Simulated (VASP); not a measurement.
Ni:

```
Ni
1.0
     1.27901    2.21531    0.00000
    -1.27901    2.21531    0.00000
     0.00000    0.00000    4.00548
Ni
2
Direct
  0.33333 0.33334 0.25000
  0.66666 0.66667 0.75000
```

The cell was built by a generator and needn't be a form met in nature.

Base run:

```yaml
Program: VASP 6.6.1
Functional: PBE
Potentials_or_basis: VASP PAW PBE potentials, release 64 (Ni)
Cutoff: 520 eV
k_mesh: 8 × 8 × 5
Occupations: fermi-dirac, width 0.1 eV
Spin: no spin polarisation
```

Its results: band gap on the k mesh none (metal or under the smearing width); pressure -6.7 GPa.

Question: The run is repeated on the same cell with these changes: functional from PBE to RPBE; further incar settings from ALGO = Normal; EDIFF = 1e-06; NBANDS = 17 to ALGO = Fast; EDIFF = 1e-06; NBANDS = 17. What comes out?

Answer: Band gap on the k mesh none (metal or under the smearing width); pressure -1.3 GPa.

Caveats: the run has no spin polarisation, though such a crystal can be magnetic; the PAW data sets were made with another functional, which shifts forces and pressure a little (some runs).
